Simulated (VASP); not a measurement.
VASP 6.6.1 run: LiCl

INCAR

```
GGA = CA
SMASS = 0.4
PREC = Accurate
LREAL = .FALSE.
LASPH = .TRUE.
POTIM = 0.2
IBRION = 3
EDIFF = 0.0001
NSW = 40
NELM = 87
NBANDS = 12
LCHARG = .FALSE.
SIGMA = 0.02
ENCUT = 600
ISIF = 3
ISMEAR = -1
EDIFFG = -5E-3
LWAVE = .FALSE.
```

KPOINTS

```
KPOINTS created by Atomic Simulation Environment
0
Gamma
8 8 8
0 0 0
```

POSCAR

```
Li Cl
 1.0000000000000000
     0.0000000000000000    2.5745971596289259    2.5745971596289259
     2.5745971596289259    0.0000000000000000    2.5745971596289259
     2.5745971596289259    2.5745971596289259    0.0000000000000000
 Li  Cl
   1   1
Cartesian
  0.0000000000000000 -0.0000000000000000 -0.0000000000000000
  2.5745971596289254  2.5745971596289254  2.5745971596289254
```

The recommended LDA PAW datasets give the neutral cell 10 valence electrons.

Command

```
mpirun -np 1 vasp_std
```

Q: How does this run end, and what does it give?

A: It converged. Results: relaxed cell vector lengths 3.508, 3.508, 3.508 Å; relaxed cell volume 30.54 Å³.

OSZICAR

```
N       E                     dE             d eps       ncg     rms          rms(c)
DAV:   1     0.403728765157E+02    0.40373E+02   -0.44848E+03   696   0.851E+02
DAV:   2    -0.564996877115E+01   -0.46023E+02   -0.44057E+02   840   0.144E+02
DAV:   3    -0.807833502272E+01   -0.24284E+01   -0.24207E+01   932   0.344E+01
DAV:   4    -0.813083222808E+01   -0.52497E-01   -0.52480E-01   972   0.511E+00
DAV:   5    -0.813140244452E+01   -0.57022E-03   -0.57020E-03   932   0.491E-01    0.233E+00
DAV:   6    -0.806128698597E+01    0.70115E-01   -0.13117E-01   880   0.159E+00    0.161E+00
DAV:   7    -0.805359273790E+01    0.76942E-02   -0.31179E-02  1068   0.866E-01    0.809E-01
DAV:   8    -0.805339824963E+01    0.19449E-03   -0.26373E-03   968   0.344E-01    0.139E-01
DAV:   9    -0.805337043406E+01    0.27816E-04   -0.14433E-04   832   0.801E-02
   1 F= -.80533704E+01 E0= -.80533704E+01  d E =-.805337E+01
...
DAV:   4    -0.809674063341E+01    0.12758E-03   -0.17670E-04   972   0.911E-02    0.305E-02
DAV:   5    -0.809673232260E+01    0.83108E-05   -0.34069E-05   380   0.366E-02
   7 F= -.80967323E+01 E0= -.80967323E+01  d E =-.423298E-02
       N       E                     dE             d eps       ncg     rms          rms(c)
DAV:   1    -0.811710493153E+01   -0.20364E-01   -0.34122E-01   696   0.349E+00    0.885E-01
DAV:   2    -0.810030425749E+01    0.16801E-01   -0.38859E-02   828   0.111E+00    0.311E-01
DAV:   3    -0.809831083679E+01    0.19934E-02   -0.75587E-03   812   0.460E-01    0.194E-01
DAV:   4    -0.809817151046E+01    0.13933E-03   -0.19419E-04   984   0.949E-02    0.323E-02
DAV:   5    -0.809816212068E+01    0.93898E-05   -0.36262E-05   388   0.377E-02
   8 F= -.80981621E+01 E0= -.80981621E+01  d E =-.142980E-02
```

```tsv
ionic step	ΔE (meV/atom)	volume (Å³)	largest force (eV/Å)	pressure (GPa)	electronic steps
1	0.0	34.13	0.000	-3.56	9
2	-12.0	32.90	0.000	-2.61	5
3	-21.2	31.27	0.000	-0.92	5
4	-21.8	29.98	0.000	0.78	5
5	-19.3	29.35	0.000	1.75	5
6	-19.6	29.39	0.000	1.99	2
7	-21.7	29.94	0.000	0.81	5
8	-22.4	30.54	0.000	-0.03	5
```

 The volume moved far on the plane waves of the start cell, so a restart from CONTCAR is due.

For comparison, a separate LDA relaxation on usual settings, not on those above, ends at 30.50 Å³.
